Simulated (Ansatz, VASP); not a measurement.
**W (dimer W chain): VASP beside Ansatz**

Aim: how closely do two programs agree when they are given the same cell, functional and k mesh? The structure shown is the start of the Ansatz relaxation below; VASP solves that cell, so the two are compared at the walk's first step. Other levels of theory on this material are compared in a session of their own.

Main program and level: Ansatz 0.2.0; plane waves, with VASP 6.6.1 beside it; single point at RPBE and single point at r2SCAN.

### 1. Set-up

The cell holds 2 atoms: 2 W. Cell: a = 7.500 Å, b = 7.500 Å, c = 6.156 Å, α = 90.0°, β = 90.0°, γ = 90.0°. Vacuum lies along a and b. The structure's axis is c.

Coordinates:

```cif
data_structure
_symmetry_space_group_name_H-M 'P 1'
_symmetry_Int_Tables_number 1
_cell_length_a 7.5000
_cell_length_b 7.5000
_cell_length_c 6.1560
_cell_angle_alpha 90.000
_cell_angle_beta 90.000
_cell_angle_gamma 90.000
_cell_volume 346.27
loop_
_atom_site_label
_atom_site_type_symbol
_atom_site_fract_x
_atom_site_fract_y
_atom_site_fract_z
_atom_site_occupancy
W1 W 0.50000 0.50000 0.00000 1
W2 W 0.50000 0.50000 0.45000 1
```

### 2. Ansatz: relaxation, RPBE

Ansatz runs on its default PAW (the set named soft_2) files.

The two programs are compared at the cell with which this relaxation starts, whose forces are those of its first step.

input.yaml reads:

```yaml
crystal:
  lattice:
    - [7.5, 0.0, 0.0]
    - [0.0, 7.5, 0.0]
    - [0.0, 0.0, 6.156]
  atoms:
    - { symbol: W, position: [0.5, 0.5, 0.0], spin: 2.0 }
    - { symbol: W, position: [0.5, 0.5, 0.45], spin: 2.0 }
magnetization:
  spin_polarized: true
kpoints:
  mp_grid: { grid: [1, 1, 13] }
scf:
  occupations: { method: fermi_dirac, width: 0.05 }
hamiltonian:
  xc: rpbe
relax:
  cell: { fix: [a, b, alpha, beta, gamma] }
  max_steps: 60
```

Launch:

```sh
$ ansatz run input.yaml --threads 4 --pin off --max-ram 8192MiB --backend cpu --events-out ev --progress --plain --runs-dir out
```

Numbers of over 12 decimals in the logs are rounded to 6 here.

The log of the run:

```text
Engine: ansatz 0.2.0, aarch64-unknown-linux-gnu
Pseudopotentials: kind: paw
Pseudopotential: W, paw, valence charge 14, recommended cutoff 420 eV (normal), W.paw.azcp
Functional definition: RPBE
  parameter kappa = 0.804
  parameter beta = 0.066725
  exchange = rpbe_x(kappa = kappa, mu = beta*pi^2/3)
  correlation = pbe_c(beta = beta)
Crystal: 2 atoms, lattice volume = 346.275 Å³
Basis set: ecut = 420 eV, 6733 PW (Γ), exchange–correlation on 108×108×90 points (8 copies of the dense FFT grid, shifted against one another)
Bands: 20, of which v1, the nominal top of the filled ones, is band 14 counted from 1 (13 counted from 0)
Symmetry: 16 space group operations
Space group: P4/mmm (ITA 123), of the structure as read, at distance tolerance 7.0e-5 Å
Magnetic group: BNS 123.339 (UNI 999), of the structure as read, at distance tolerance 7.0e-5 Å
k-points: 7 of 13
Non-local potential: W, projectors of the file, l = 0: 3, l = 1: 2, l = 2: 2, l = 3: 1
PAW form: soft (Blöchl's): semilocal exchange-correlation on the pseudo side does not see the compensation charge
PAW frozen core: W, regenerated for the run's functional, and the local potential with it (the file was generated under x = pbe(κ = 0.804, μ = 0.219515), c = pbe(β = 0.066725))
PAW one-centre angular grid: W, 590 points (default); XC on 64 Gauss nodes
Initial density: superposition of atomic densities (neutral atoms: chi_scale 0, normalization atom)
Starting moments: Σ|m| = 4 μB on 2 of 2 sites
Initial wavefunctions: pseudopotential atomic-orbital guess
Functional: x = rpbe, c = pbe(β = 0.066725)
SCF iter   1: F=—  HF=-20781.589151 eV  |F-HF|=—  |Δ(HF+E_count)|=         —  Δρ=1.50e-2 (↑1.02e-2 ↓1.50e-2)  dr2=2.00e0  dr2_m=3.46e-1  M=4.228 μB ∫|m|=4.228 μB  β_m=0.30  ethr=3.10e-3  ⟨swp⟩=6.1  Hψ=2696  notcnv=0
Mixer restart at iter 1: flushing history
automatic band count: the SCF goes on with 24 bands, as 20 were too few: the levels above may hold too much charge
preconditioner: auto → LDOS  [metal: Δε(μ)=0.009 eV  Ē_g=3.343 eV  σ=0.050 eV  W_gap=0.04  n_scr=30 (ndim 8)  ℏωp=6.9 eV  f_vac=0.609  D(μ)=12.69/eV (n_scr^D=88)]
spin=Collinear: LDOS preconditioning applied to the charge; magnetization (m = ρ↑ − ρ↓) channel mixes plain (no charge-response kernel on spin).
SCF iter   2: F=—  HF=-20781.438397 eV  |F-HF|=—  |Δ(HF+E_count)|=   1.51e-1  Δρ=1.04e-2 (↑7.70e-3 ↓1.04e-2)  dr2=5.84e-1  dr2_m=2.07e-1  M=4.517 μB ∫|m|=4.517 μB  β_m=0.50  ethr=3.10e-3  ⟨swp⟩=2.3  Hψ=627  notcnv=0  defer=17
SCF iter   3: F=—  HF=-20781.709816 eV  |F-HF|=—  |Δ(HF+E_count)|=   2.71e-1  Δρ=5.57e-3 (↑5.57e-3 ↓4.96e-3)  dr2=6.62e-2  dr2_m=7.55e-2  M=5.215 μB ∫|m|=5.220 μB  β_m=0.75  ethr=2.08e-3  ⟨swp⟩=2.4  Hψ=548  notcnv=0  defer=17
SCF iter   4: F=—  HF=-20782.264352 eV  |F-HF|=—  |Δ(HF+E_count)|=         —  Δρ=9.77e-3 (↑9.50e-3 ↓9.77e-3)  dr2=1.97e-1  dr2_m=2.50e-1  M=7.028 μB ∫|m|=7.028 μB  β_m=1.00  ethr=2.37e-4  ⟨swp⟩=3.4  Hψ=800  notcnv=0  defer=20
Mixer restart at iter 4: flushing history
SCF iter   5: F=—  HF=-20782.181755 eV  |F-HF|=—  |Δ(HF+E_count)|=   8.26e-2  Δρ=2.41e-3 (↑2.41e-3 ↓1.42e-3)  dr2=7.31e-2  dr2_m=3.82e-3  M=6.977 μB ∫|m|=6.977 μB  β_m=0.75  ethr=1.79e-4  ⟨swp⟩=3.1  Hψ=823  notcnv=0  defer=20
SCF iter   6: F=—  HF=-20782.189231 eV  |F-HF|=—  |Δ(HF+E_count)|=   7.48e-3  Δρ=2.45e-3 (↑2.40e-3 ↓2.45e-3)  dr2=4.92e-2  dr2_m=1.57e-2  M=7.396 μB ∫|m|=7.396 μB  β_m=0.60  ethr=1.79e-4  ⟨swp⟩=3.1  Hψ=790  notcnv=0  defer=28
SCF iter   7: F=—  HF=-20782.177947 eV  |F-HF|=—  |Δ(HF+E_count)|=   1.13e-2  Δρ=1.48e-3 (↑1.28e-3 ↓1.48e-3)  dr2=3.73e-3  dr2_m=5.74e-3  M=7.384 μB ∫|m|=7.384 μB  β_m=0.50  ethr=1.76e-4  ⟨swp⟩=2.0  Hψ=544  notcnv=0  defer=32
SCF iter   8: F=—  HF=-20782.184714 eV  |F-HF|=—  |Δ(HF+E_count)|=   6.77e-3  Δρ=1.38e-3 (↑1.29e-3 ↓1.38e-3)  dr2=3.85e-3  dr2_m=5.45e-3  M=7.601 μB ∫|m|=7.601 μB  β_m=0.14  ethr=1.33e-5  ⟨swp⟩=2.6  Hψ=580  notcnv=0  defer=32
SCF iter   9: F=—  HF=-20782.190685 eV  |F-HF|=—  |Δ(HF+E_count)|=   5.97e-3  Δρ=7.81e-4 (↑7.24e-4 ↓7.81e-4)  dr2=1.10e-3  dr2_m=1.57e-3  M=7.802 μB ∫|m|=7.802 μB  β_m=0.38  ethr=1.33e-5  ⟨swp⟩=2.0  Hψ=611  notcnv=0  defer=32
SCF iter  10: F=—  HF=-20782.199496 eV  |F-HF|=—  |Δ(HF+E_count)|=   8.81e-3  Δρ=6.75e-4 (↑6.54e-4 ↓6.75e-4)  dr2=4.12e-4  dr2_m=1.25e-3  M=8.375 μB ∫|m|=8.375 μB  β_m=0.60  ethr=3.94e-6  ⟨swp⟩=3.0  Hψ=703  notcnv=0  defer=32
SCF iter  11: F=—  HF=-20782.204259 eV  |F-HF|=—  |Δ(HF+E_count)|=   4.76e-3  Δρ=1.03e-3 (↑1.03e-3 ↓1.69e-4)  dr2=2.23e-3  dr2_m=1.03e-3  M=8.948 μB ∫|m|=8.948 μB  β_m=0.56  ethr=1.47e-6  ⟨swp⟩=3.5  Hψ=850  notcnv=0  defer=32
SCF iter  12: F=-20782.204898 eV  HF=-20782.204063 eV  |F-HF|=8.35e-4  |Δ(HF+E_count)|=   1.95e-4  Δρ=1.05e-3 (↑1.05e-3 ↓1.58e-4)  dr2=2.22e-3  dr2_m=1.02e-3  M=8.875 μB ∫|m|=8.875 μB  β_m=0.17  ethr=1.47e-6  ⟨swp⟩=2.2  Hψ=529  notcnv=0  defer=32
[...]
SCF iter   9: F=-20784.932841 eV  HF=-20784.932841 eV  |F-HF|=2.91e-11  |Δ(HF+E_count)|=  1.09e-11  Δρ=1.09e-8 (↑7.71e-9 ↓1.09e-8)  dr2=1.71e-12  dr2_m=2.33e-14  M=0.000 μB ∫|m|=0.000 μB  ethr=1.00e-12  ⟨swp⟩=5.0  Hψ=1288  notcnv=0
the starting moments were not kept: the SCF closed with an absolute magnetisation of 3.0e-7 μB, where they sum to 4 μB in size (2 sites). That is at most 0.1 of that sum. Measured as dr2_m measures the in/out step, that magnetisation stands 4.8e-15 eV from none, at or under the dr2_threshold of 2.0e-11 eV: it is no larger than a step whose dr2_m would equal this threshold.
SCF 11 converged in 9 iterations: F = -20784.932841 eV  dr2 = 1.71e-12
relax step  11: F+E_penalty+E_count = -20784.93284070 eV  Δ(F+E_penalty+E_count) = -1.665e-3 eV  max|allowed force component| = 1.936e-2 eV/Å  Δτ_max = 0.0005 Å  P = -0.147 GPa  Ω = 274.205 Å³  energy of the carried Pulay correction = +2.872e-3 eV  fix = [a, b, alpha, beta, gamma]  reactions: a -0.232, b -0.232 GPa  (9 SCF iters, accepted)
[...]
relax step  12: F+E_penalty+E_count = -20784.93284421 eV  Δ(F+E_penalty+E_count) = -3.506e-6 eV  max|allowed force component| = 1.456e-3 eV/Å  Δτ_max = 0.0002 Å  P = -0.155 GPa  Ω = 274.220 Å³  energy of the carried Pulay correction = +2.871e-3 eV  fix = [a, b, alpha, beta, gamma]  reactions: a -0.232, b -0.232 GPa  (5 SCF iters, dr2 threshold 2.34e-8 eV, accepted)
[...]
relax step  13: F+E_penalty+E_count = -20784.93167393 eV  Δ(F+E_penalty+E_count) = +1.170e-3 eV  max|allowed force component| = 4.265e-4 eV/Å  Δτ_max = 0.0000 Å  P = -0.159 GPa  Ω = 274.220 Å³  fix = [a, b, alpha, beta, gamma]  reactions: a -0.236, b -0.236 GPa  stress off target by 5.19e-3 GPa on what of the cell is left free  SCF on the basis re-selected at this cell (its energy is not comparable with the rows above)  (8 SCF iters)
basis re-selected at this cell: Δ(F+E_penalty+E_count) = +1.170e-3 eV, ΔP = -0.004 GPa vs the last step (what re-selecting the basis moved, of the pressure what is left beyond the Pulay correction that the steps carried, after the strain that the cell walked since its last selection, with what the two solves' SCF thresholds leave and, on support functions, any second-order correction that the steps lacked; it is no measure of the basis error at this ecutwfc). The dense FFT grid was sized anew with the basis: this SCF ran on 54×54×36 points, the steps before it on 54×54×45, so part of this shift can come from that change (see relax.cell in the input reference). [rest of the remark cut]
SCF converged after 8 iterations
Magnetization: -0.0000 μB (14.0000 up, 14.0000 down)
Absolute magnetization: 0.0000 μB (∫|ρ↑−ρ↓|, with the PAW one-centre terms)
Spin contamination: 0.0000 ħ² per cell (⟨S²⟩ above its minimum at these occupations)
Per-site moments (μB) at R_I (Å): [(4.4668575546151275e-10, 0.826654), (4.4668573672702523e-10, 0.826654)]
Free energy (F): -20784.931674 eV
Harris-Foulkes:  -20784.931674 eV  (|F-HF|=0.00e0)
Internal energy: -20784.930399 eV  (E = F + TS)
E sigma→0 (E₀):  -20784.931037 eV
Entropy (-TS):   -0.001275 eV (-0.637 meV/atom)
Fermi energy:    -0.929765 eV
--- Per-component energies (eV) ---
  E_band       = -797.691877
  E_kinetic    = 898.628877
  E_local      = -5800.441245  (includes V_loc(G=0)·N_el)
  E_nonlocal   = 13.291816
  E_hartree    = 2404.402115
  E_xc         = -525.523684
  E_vxc        = -464.651210  (∫ρ·V_xc dr)
  E_paw        = -17154.128177  (= ΣΔE_a)
  E_vpaw       = -253.324237  (= ΣTr[D̂ρ^β])
  E_aug_tail   = -0.000128  (compensation charges beyond the density's cutoff)
  E_ewald      = -621.124826
  E_core_change = -0.035149  (= ΣΔE_core)
  E_smearing   = -0.001275  (= −TS)
  E_closure    = 0.000000  (closes the sum)
  Σ components = -20784.931674   (vs F -20784.931674, Δ=0.00e0)
--- Forces (eV/Å), atoms counted from 1 ---
  atom   1  W      0.00000000     0.00000000     0.00042654
  atom   2  W      0.00000000     0.00000000    -0.00042654
  max |Σ_I F_I| component: 4.73e-29 eV/Å
--- Stress (GPa, compression-positive) ---
       -0.235913       0.000000       0.000000
        0.000000      -0.235913       0.000000
        0.000000       0.000000      -0.005194
  P = ⅓ Tr σ = -0.1590 GPa (-1.590 kbar)
--- Relaxed structure (12 steps of the walk, 9 accepted, 1 SCFs on fresh bases) ---
  F+E_penalty+E_count = -20784.93167393 eV   max|allowed force component| = 4.265e-4 eV/Å   (the final SCF, on the basis selected at the relaxed cell)
  cell:  # Å, volume = 274.2198 Å³
    - [7.5, 0.0, 0.0]
    - [0.0, 7.5, 0.0]
    - [0.0, 0.0, 4.875019]
  atoms:
    - { symbol: W, position: [0.5, 0.5, -0.069461] }
    - { symbol: W, position: [0.5, 0.5, 0.519461] }
```

### 3. VASP: single point, RPBE, start cell

The same cell, functional, mesh and smearing now go to VASP, with its own data sets.

Lines of VASP's logs that name or quote its potential files are left out, and so is its time.

INCAR reads:

```
SYSTEM = W
PREC = Accurate
ENCUT = 520
EDIFF = 1E-06
NELM = 200
ISMEAR = -1
SIGMA = 0.05
LREAL = .FALSE.
ALGO = Normal
GGA = RP
NBANDS = 13
ISPIN = 2
MAGMOM = 0 0
LASPH = .TRUE.
LMAXMIX = 4
LORBIT = 11
LWAVE = .FALSE.
LCHARG = .FALSE.
ISIF = 2
GGA_COMPAT = .FALSE.
KPAR = 2
```

POSCAR reads:

```
W
1.0
    7.5000000000      0.0000000000      0.0000000000
    0.0000000000      7.5000000000      0.0000000000
    0.0000000000      0.0000000000      6.1560000000
W
2
Direct
    0.5000000000      0.5000000000      0.0000000000
    0.5000000000      0.5000000000      0.4500000000
```

KPOINTS reads:

```
Automatic mesh
0
Gamma
1 1 13
0 0 0
```

The projector-augmented-wave data sets are W (PBE family, release 64).

Launch:

```sh
$ mpirun -np 2 vasp_std
```

The log of the run:

```text
[banner, memory and clock lines left out]
running    2 mpi-ranks, on    1 nodes
 distrk:  each k-point on    1 cores,    2 groups
 distr:  one band on    1 cores,    1 groups

 POSCAR found type information on POSCAR W
 POSCAR found :  1 types and       2 ions
|                                                                             |
|               ----> ADVICE to this user running VASP <----                  |
|                                                                             |
|     You enforced a specific xc type in the INCAR file but a different       |
|     [... a line on the potential file left out ...]
|     I HOPE YOU KNOW WHAT YOU ARE DOING!                                     |
|                                                                             |

 LDA part: xc-table for (Slater+PW92), standard interpolation
 POSCAR, INCAR and KPOINTS ok, starting setup
 FFT: planning ... GRIDC
 FFT: planning ... GRID_SOFT
 FFT: planning ... GRID
 WAVECAR not read
 entering main loop
       N       E                     dE             d eps       ncg     rms          rms(c)
DAV:   1     0.327850133891E+02    0.32785E+02   -0.30362E+03   364   0.593E+02
DAV:   2    -0.421310935766E+01   -0.36998E+02   -0.34414E+02   673   0.700E+01
DAV:   3    -0.113124800217E+02   -0.70994E+01   -0.65943E+01   492   0.345E+01
DAV:   4    -0.116418064636E+02   -0.32933E+00   -0.31045E+00   529   0.797E+00
DAV:   5    -0.116546746438E+02   -0.12868E-01   -0.12689E-01   540   0.140E+00    0.704E+00
DAV:   6    -0.103508247747E+02    0.13038E+01   -0.28765E+00   493   0.724E+00    0.229E+00
DAV:   7    -0.102254667806E+02    0.12536E+00   -0.67198E-01   571   0.369E+00    0.713E-01
DAV:   8    -0.102179406364E+02    0.75261E-02   -0.45064E-02   438   0.103E+00    0.279E-01
DAV:   9    -0.102194497164E+02   -0.15091E-02   -0.55231E-03   435   0.383E-01    0.450E-01
DAV:  10    -0.102183356339E+02    0.11141E-02   -0.11012E-03   384   0.187E-01    0.263E-01
DAV:  11    -0.102182119302E+02    0.12370E-03   -0.72523E-04   384   0.135E-01    0.876E-02
DAV:  12    -0.102193667903E+02   -0.11549E-02   -0.89082E-04   374   0.198E-01    0.146E-01
DAV:  13    -0.102191975469E+02    0.16924E-03   -0.35274E-04   399   0.182E-01    0.132E-01
DAV:  14    -0.102185473534E+02    0.65019E-03   -0.27753E-03   364   0.483E-01    0.283E-02
[...]
DAV:  19    -0.102186534873E+02   -0.98248E-05   -0.16108E-04   364   0.131E-01    0.161E-03
DAV:  20    -0.102186386000E+02    0.14887E-04   -0.13040E-04   364   0.103E-01    0.119E-03
DAV:  21    -0.102186337232E+02    0.48768E-05   -0.69055E-05   364   0.596E-02    0.413E-04
DAV:  22    -0.102186318374E+02    0.18857E-05   -0.31570E-05   364   0.362E-02    0.180E-04
DAV:  23    -0.102186338952E+02   -0.20578E-05   -0.33963E-05   364   0.360E-02    0.127E-04
DAV:  24    -0.102186320170E+02    0.18782E-05   -0.35437E-05   364   0.358E-02    0.770E-05
DAV:  25    -0.102186304958E+02    0.15212E-05   -0.11659E-05   364   0.207E-02    0.434E-05
DAV:  26    -0.102186302968E+02    0.19898E-06   -0.17003E-06   364   0.847E-03
   1 F= -.10218630E+02 E0= -.10163611E+02  d E =-.110039E+00  mag=     0.0000
```

OUTCAR, selected parts (step 3):

```text
ion  position               nearest neighbor table
   1  0.500  0.500  0.000-   2 2.77   2 3.39
   2  0.500  0.500  0.450-   1 2.77   1 3.39

  LATTYP: Found a simple tetragonal cell.
 ALAT       =     7.5000000000
 C/A-ratio  =     0.8208000000

 Subroutine GETGRP returns: Found 16 space group operations
 (whereof  8 operations were pure point group operations)

The static configuration has the point symmetry C_4v.
 The point group associated with its full space group is D_4h.

 Found      7 irreducible k-points:

   k-points           NKPTS =      7   k-points in BZ     NKDIM =      7   number of bands    NBANDS=     13

   dimension x,y,z NGX =    56 NGY =   56 NGZ =   48
   dimension x,y,z NGXF=   112 NGYF=  112 NGZF=   96

   ENCUT  =  520.0 eV  38.22 Ry    6.18 a.u.  13.95 13.95 11.45*2*pi/ulx,y,z

   NELECT =      12.0000    total number of electrons

 k-points in reciprocal lattice and weights: Automatic mesh
   0.00000000  0.00000000  0.00000000       0.077
   0.00000000  0.00000000  0.07692308       0.154
   0.00000000  0.00000000  0.15384615       0.154
   0.00000000  0.00000000  0.23076923       0.154
   0.00000000  0.00000000  0.30769231       0.154
   0.00000000  0.00000000  0.38461538       0.154
   0.00000000  0.00000000  0.46153846       0.154

 average (electrostatic) potential at core
       1 -49.3769       2 -49.3769

 E-fermi :  -3.3328

 spin component 1
 k-point     1 :       0.0000    0.0000    0.0000
  band No.  band energies     occupation
    ...
      2      -4.2217      1.00000
      3      -4.2217      1.00000
      4      -3.9860      1.00000
      5      -3.4907      0.95920
      6      -3.4490      0.91086
      7      -2.9567      0.00054
      8      -2.8554      0.00007
      9      -2.8354      0.00005
     10      -1.4849      0.00000
     11      -1.4849      0.00000
    ...

 k-point     2 :       0.0000    0.0000    0.0769
  band No.  band energies     occupation
    ...
      2      -4.2014      1.00000
      3      -4.2014      1.00000
      4      -3.9709      1.00000
      5      -3.4839      0.95357
      6      -3.4426      0.89988
      7      -2.9969      0.00121
      8      -2.8636      0.00008
      9      -2.8431      0.00006
     10      -1.6169      0.00000
     11      -1.6169      0.00000
    ...

 k-point     3 :       0.0000    0.0000    0.1538
  band No.  band energies     occupation
    ...
      2      -4.1415      1.00000
      3      -4.1415      1.00000
      4      -3.9267      0.99999
      5      -3.4643      0.93269
      6      -3.4239      0.86087
      7      -3.1191      0.01373
      8      -2.8871      0.00013
      9      -2.8656      0.00009
     10      -1.8781      0.00000
     11      -1.8781      0.00000
    ...

 k-point     4 :       0.0000    0.0000    0.2308
  band No.  band energies     occupation
    ...
      2      -4.0452      1.00000
      3      -4.0452      1.00000
      4      -3.8581      0.99997
      5      -3.4335      0.88227
      6      -3.3948      0.77557
      7      -3.3284      0.47792
      8      -2.9233      0.00028
      9      -2.9000      0.00017
     10      -2.1652      0.00000
     11      -2.1652      0.00000
    ...

 k-point     5 :       0.0000    0.0000    0.3077
  band No.  band energies     occupation
    ...
      3      -3.9197      0.99999
      4      -3.8018      0.99992
      5      -3.6035      0.99557
      6      -3.3953      0.77735
      7      -3.3587      0.62685
      8      -2.9673      0.00067
      9      -2.9417      0.00040
     10      -2.4442      0.00000
     11      -2.4442      0.00000
     12      -2.2654      0.00000
    ...

 k-point     6 :       0.0000    0.0000    0.3846
  band No.  band energies     occupation
    ...
      2      -4.0835      1.00000
      3      -3.7822      0.99988
      4      -3.7822      0.99988
      5      -3.6209      0.99686
      6      -3.3565      0.61635
      7      -3.3223      0.44782
      8      -3.0108      0.00160
      9      -2.9828      0.00091
     10      -2.6881      0.00000
     11      -2.6881      0.00000
    ...

  Total       -0.5175748     -0.5175748    -21.8627516      0.0000000      0.0000000      0.0000000
  in kB       -2.3947632     -2.3947632   -101.1566094      0.0000000      0.0000000      0.0000000
  external PRESSURE =     -35.3153786 kB  Pullay stress =       0.0000000 kB

  energy-cutoff  :      520.00
  volume of cell :      346.27
      direct lattice vectors                 reciprocal lattice vectors
     7.500000000  0.000000000  0.000000000     0.133333333  0.000000000  0.000000000
     0.000000000  7.500000000  0.000000000     0.000000000  0.133333333  0.000000000
     0.000000000  0.000000000  6.156000000     0.000000000  0.000000000  0.162443145

 POSITION                                       TOTAL-FORCE (eV/Angst)
 -----------------------------------------------------------------------------------
      3.75000      3.75000      0.00000         0.000000      0.000000      4.992635
      3.75000      3.75000      2.77020        -0.000000     -0.000000     -4.992635
 -----------------------------------------------------------------------------------
    total drift:                                0.000000     -0.000000     -0.000001

  FREE ENERGIE OF THE ION-ELECTRON SYSTEM (eV)
  ---------------------------------------------------
  free  energy   TOTEN  =       -10.2186302968 eV

  energy  without entropy=      -10.1085911996  energy(sigma->0) =      -10.16361075

 total charge
# of ion       s       p       d       tot
------------------------------------------
    1        0.665   0.083   3.614   4.361
    2        0.665   0.083   3.614   4.361
--------------------------------------------------
tot          1.329   0.165   7.228   8.723

 magnetization (x)
# of ion       s       p       d       tot
------------------------------------------
    1        0.000   0.000   0.000   0.000
    2        0.000   0.000   0.000   0.000
--------------------------------------------------
tot          0.000   0.000   0.000   0.000

[... 6 further parts left out ...]
```

(Continued in part 2 of 2.)

[Lines on the potential files, build, host, timing and source positions are cut from VASP's logs without a mark.]

[Logs are printed without paths, hosts, clocks, repeated set-up lines and the standing remarks that a program may print on its own settings, such as how far it seeks lower states.]

[Hosts, paths, dates, database ids (printed as entryN), source tags and the programs' standing remarks are cut or masked in the printed files.]
